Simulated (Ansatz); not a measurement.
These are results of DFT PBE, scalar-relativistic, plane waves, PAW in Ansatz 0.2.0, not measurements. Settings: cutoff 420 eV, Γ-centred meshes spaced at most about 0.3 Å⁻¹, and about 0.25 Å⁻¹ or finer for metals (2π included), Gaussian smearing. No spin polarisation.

All energies are static (0 K, no zero-point motion).

Two relaxed structures of Rb2H3:

1.

```
Rb H
1.0
     5.09797    0.00000    0.00000
    -2.54899    4.41498    0.00000
     0.00000    0.00000   14.13763
Rb H
2 3
Direct
  0.66667 0.33333 0.17651
  0.66667 0.33333 0.82349
  0.00000 0.00000 0.47337
  0.00000 0.00000 0.52663
  0.66667 0.33333 0.00000
```

2.

```
Rb H
1.0
     7.16175    0.00000    0.00000
    -3.58088    6.20226    0.00000
     0.00000    0.00000    4.00919
Rb H
2 3
Cartesian
  0.0000 4.1348 2.0046
  3.5809 2.0674 2.0046
  3.5809 0.0000 0.0000
  -1.7904 3.1011 0.0000
  1.7904 3.1011 0.0000
```

Question: Which would you expect to be lower, and how large is the difference?

Answer: Cell 1 is lower, by 250 meV/atom. Cell 1 has space group P-6m2 (No. 187), 63.6 Å³/atom and no gap on its mesh; cell 2 has space group P6/mmm (No. 191), 35.6 Å³/atom and no gap. Counting H atoms around Rb (those within 1.25 times the shortest such distance or 1.15 times the sum of covalent radii), cell 1 has Rb 1 and cell 2 has Rb 6. Cell 1 holds H–H pairs as short as in free H₂ molecules (shortest 0.75 Å); in cell 2 the shortest H–H distance is 3.58 Å. Even the lower one lies +0.15 eV/atom against the reference forms of the elements (uncorrected), so neither is stable at this level. Both come from invented guesses.

No dispersion correction is applied, so the spacing and binding between layers, chains or molecules are poorly described (P-6m2), and this can change margins and order among such cells. With hydrogen, zero-point motion can shift such differences by 10 meV/atom or more. Cells relaxed within their symmetry can be saddle points.
